**SnTe: how far from the atom, and how wide?**

The naive picture of SnTe puts its localized electrons on the lines between neighbours, one function for each contact. Each atom in this rock-salt crystal has six neighbours, so such functions should point along the six cubic directions. The calculation, a density-functional one without spin-orbit coupling, gives something else: four functions around each atom, arranged as a tetrahedron. Their centres lie 0.6 to 0.7 Å from the nucleus, and their spreads are 1.7 to 1.9 Å². Five much smaller functions, mainly the 4d shell of Sn, have their centres within little more than 0.1 Å of the Sn nucleus. The functions themselves reach further out, with a typical radius (the square root of the spread) of 0.5 to 0.7 Å.

Wannier functions of SnTe (Fm-3m, 2-atom primitive cell), built with Wannier90 3.1.0 on a 5×5×5 k mesh from a GPAW 26.7.0 density-functional calculation (vdW-DF2, PAW, no spin-orbit coupling, 600 eV plane-wave cutoff, 7×7×7 k mesh, Fermi-Dirac smearing of 0.05 eV). Function centres are given as fractions of the cell edges.

| row | function a (fractional) | function b (fractional) | function c (fractional) | function spread (angstrom^2) |
| --- | --- | --- | --- | --- |
| 1 | 0.395 | 0.638 | 0.424 | 1.693 |
| 2 | 0.542 | 0.373 | 0.453 | 1.694 |
| 3 | 0.424 | 0.459 | 0.667 | 1.696 |
| 4 | 0.638 | 0.530 | 0.458 | 1.694 |
| 5 | -0.177 | 0.140 | 0.002 | 1.913 |
| 6 | 0.139 | 0.084 | -0.093 | 1.917 |
| 7 | -0.005 | -0.102 | 0.187 | 1.910 |
| 8 | 0.029 | -0.122 | -0.081 | 1.902 |
| 9 | 0.033 | -0.018 | -0.003 | 0.490 |
| 10 | -0.008 | 0.006 | 0.010 | 0.277 |
| 11 | 0.015 | 0.009 | -0.033 | 0.449 |
| 12 | -0.015 | -0.004 | 0.014 | 0.325 |
| 13 | -0.014 | 0.007 | -0.001 | 0.255 |

The objects in the table are Wannier functions, which are the crystal's extended electron waves recombined into localized pieces. The columns "function a", "function b" and "function c" give the centre of each piece as fractions of the cell edges. Sn sits at (0, 0, 0) and Te at (½, ½, ½). The column "function spread" is the mean square distance of the piece from its own centre, so its square root is a kind of radius. Rows 1 to 4 belong to Te and rows 5 to 8 to Sn. The Wannier functions were built on a coarser mesh than that of the density-functional run, with five points along each direction instead of seven, which tends to make the spreads come out a little too small. Both meshes and the plane-wave cutoff are usual working values, not converged limits, so a gap of a few per cent between an estimate and the table should not be given much weight.

**Why the functions leave the nucleus**

In a cubic crystal nothing pushes an atom's electrons to one side, so a displaced centre looks odd. It comes from the way the functions are made. The recombination aims at the smallest total spread, and each spread is the mean square distance from the nucleus less the square of the displacement. Mixing the s and p functions of one atom leaves the sum of the mean square distances unchanged. The total spread can therefore shrink only if the centres move outward.

Four equal mixtures of one s and three p functions do this: they are the sp³ hybrids. Each is displaced, but the four displacements cancel, and the atom as a whole stays symmetric. The table bears this out. The first hybrid of each atom makes angles of 108° to 110° with its three partners, close to those of a regular tetrahedron.

The tetrahedron is not aimed at the neighbours. Row 1 points 21° away from the nearest contact direction and row 3 about 50° away, yet their spreads agree to 0.003 Å². Symmetry explains this, because the three p directions are equivalent at a cubic site and the whole quartet can be turned at no cost in spread. The equal spreads are therefore no sign that bonding is weak. They do mean that an estimate can leave direction out and ask only how large the atom's valence shell is.

**The rule**

An sp³ hybrid is one quarter s and three quarters p. If both parts have the same radial shape, with mean radius $\langle r\rangle$, the overlap of s with p displaces the centre by

$$d=2\cdot\tfrac12\cdot\tfrac{\sqrt3}{2}\cdot\frac{\langle r\rangle}{\sqrt3}=\frac{\langle r\rangle}{2}.$$

The displacement is half the mean radius of the shell. That is the part worth remembering, because it turns a question about a crystal into one about an atom.

The mean radius follows from Slater's screening rules. An outer electron sees the nuclear charge reduced by 0.35 for each other electron of its own shell, by 0.85 for each electron one shell further in, and by 1 for each deeper one. For the fifth shell, to which Slater assigns an effective quantum number of 4, his simple exponential orbital then gives

$$\langle r\rangle=\frac{18\,a_0}{Z}\approx\frac{9.5\ \text{Å}}{Z},\qquad \langle r^2\rangle=\tfrac{10}{9}\langle r\rangle^2,$$

where $Z$ is the reduced charge and $a_0$ the Bohr radius. Subtracting $d^2$ leaves a spread of $(\tfrac{10}{9}-\tfrac14)\langle r\rangle^2$, or about $0.86\,\langle r\rangle^2$.

The trend can be read from the rule before any number is put in. A step to the right in the periodic table adds one proton and one poorly screening electron, so $Z$ grows by 0.65 and the shell contracts. Te should therefore have the tighter hybrids, with centres closer to the nucleus. Every Te row in the table is indeed tighter and less displaced than every Sn row.

**Two rows worked**

*Row 1, on Te.* The reduced charge is $Z=52-5(0.35)-18(0.85)-28=6.95$. The mean radius is then 1.37 Å, the displacement 0.69 Å and the spread 1.62 Å².

To compare, the fractional centre must be turned into a distance. Along the cubic axes, its displacement from Te is the contact length of 3.151 Å times $(b+c-1,\ a+c-1,\ a+b-1)$, which is (0.062, −0.181, 0.033) for this row. The length is 0.61 Å. The rule is therefore 12% too high for the displacement and about 4% too low for the spread of 1.693 Å².

*Row 5, on Sn.* Here $Z=50-3(0.35)-18(0.85)-28=5.65$, and the mean radius grows to 1.69 Å. The rule gives a displacement of 0.84 Å and a spread of 2.45 Å². The calculation has 0.72 Å and 1.913 Å², so the estimates are 17% and 28% too high. The screening constants were made for free atoms, and neither row was used to adjust them.

**How far to trust it**

The other six hybrids repeat these errors closely, because symmetry makes the four functions on an atom equivalent. The table therefore tests the rule on two atoms, not on eight cases. For order of magnitude and for ranking it does well. As a measure of the difference between the atoms it is poor: it makes the Sn hybrids broader than those of Te by 0.83 Å², where the calculation finds 0.22 Å².

The good spread for Te needs a second look. The estimated mean square distance from the nucleus is within about 1% of the computed one, but the displacement is too long, so too much is subtracted. A displacement that is too long is what theory leads one to expect. In a real atom the 5s function is more compact than the 5p function, and two unlike shapes overlap less than the rule assumes.

Part of the larger error for Sn probably comes from its 4d functions. As shown below, they take up some s and p character, so the Sn hybrids must take up some compact d character in return, which makes them smaller. The shares are too small to explain the whole error, and the rest may come from the crystal. The estimated mean radius of Sn, 1.69 Å, exceeds half the contact length, 1.58 Å, while that of Te does not. Functions on neighbouring atoms must stay orthogonal, which reshapes the larger shell where the two meet, and the selection of empty states may also favour compact functions. With only two atoms to compare, the weight of these causes remains open.

A still cruder rule gives both atoms a mean radius of half the contact length. Its typical (root-mean-square) error in the spread of the eight hybrids is 20%, the same as for the screening rule. It cannot tell Sn from Te, however, since both receive the same value. The contact length is enough for a rough size, and the reduced charge is needed for the order of the two atoms.

**Where the rule breaks: the d shell**

For a pure d function the estimate is simpler still. The function is symmetric about the nucleus, so its displacement is zero and its spread is the mean square radius. Slater's rules give 0.64 Å² for Sn 4d. The most compact function, row 13, has 0.255 Å², which makes the estimate two and a half times too large. Part of this excess is expected from the rules, which let every inner electron screen a d electron completely, whereas a real 4d electron spends time inside part of that screen and is held more tightly. Another part may come from the calculation. Its projector method (PAW) adds the region close to the nucleus as a correction, and if the charge in that correction is counted as sitting at the nucleus itself, compact functions come out too small. The factor is therefore not a clean measure of the rule's error for a real 4d shell.

The second failure is one of pattern. A cubic surrounding can split a d shell into at most two groups, of three and two functions, all centred on the nucleus. The table shows five different spreads, the largest nearly twice the smallest, and the centre of row 9 lies 0.12 Å from Sn. A pure d function cannot be displaced in this way. Some character of odd parity, most simply p, must be present, so these rows are mixtures and do not display the crystal field.

The on-site energies of the functions, which come from the same run but are not in the table, allow a test. If a d function takes up a share $w$ of the Sn hybrids' s and p character, its energy and its mean square distance from the nucleus should both move toward the hybrid values by that same share. Row 13 lies at −15.01 eV, row 9 at −12.97 eV and the Sn hybrids at 3.58 eV on average. This gives

$$w=\frac{-12.97+15.01}{3.58+15.01}\approx0.11 .$$

An admixture of about one ninth, taken from energies alone, can now be turned into a size. The mean square distance should rise from 0.26 Å² in row 13 by 11% of the way to the hybrids' 2.43 Å². After subtraction of row 9's own displacement squared, the spread comes out at 0.48 Å², against a computed 0.490 Å². Rows 10 to 12 agree equally well, within 2% of their computed spreads. Row 13 and the average Sn hybrid fix the two ends of the line, so only rows 9 to 12 test it, and $w$ counts admixture beyond whatever row 13 already contains.

A small share has a large effect because the two kinds of function differ so much in size. The hybrids' mean square distance is more than nine times that of row 13, so one ninth of hybrid character nearly doubles the spread. The drive toward a small total spread may itself cause the mixing, since it rewards displaced centres. The starting functions could also be responsible, and the table cannot separate the two.

**What the estimate describes**

The rule gives the size of an atomic building block, not of an electron pair. The 20 electrons of the cell fill ten bands, but there are thirteen functions, so empty states have gone into them as well. The displaced Sn functions are therefore not lone pairs, and their larger spread does not measure how much charge Sn has kept. Another choice of functions or of energy range would change the values. The rule applies where a complete s and p set has been built on each atom, and there it gives the displacement to better than 20% for both atoms of this crystal.
